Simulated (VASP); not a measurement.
Runs of VASP 6.6.1 on C. The structure is cubic, space group Fd-3m (No. 227). The conventional cell has a = 3.567 Å, b = 3.567 Å, c = 3.567 Å, α = 90.00°, β = 90.00°, γ = 90.00°. C (site symmetry -43m) has 4 C at 1.54 Å as nearest neighbours. This isn't the form of C at room conditions, which is graphite.

```tsv
level	potentials or basis	gap on the mesh (eV)	pressure (GPa)	relaxed volume (Å³/atom)
PBEsol	VASP PAW PBE potentials, release 64 (C)	4.03	0.0	5.62
LDA	VASP PAW LDA potentials, release 64 (C)	4.17	-0.1	(b)
PBE	VASP PAW PBE potentials, release 64 (C)	(a)	0.0	5.69
r2SCAN	VASP PAW PBE potentials, release 64 (C)	(c)	0.0	5.65
```

Alike in all rows: task relaxation of cell and atoms; no spin polarisation; cell relaxed; k mesh 17 × 17 × 17; cutoff (eV) 600; smearing fermi-dirac 0.05 eV.

Task: Fill in the values left out.

Result: (a) 4.12; (b) 5.52; (c) 4.33.

Caveats: an odd mesh through Γ misses points on the zone boundary, where band edges often lie; the PAW data sets were made with another functional, which shifts forces and pressure a little (some runs).

Not every run made on this cell is shown here.
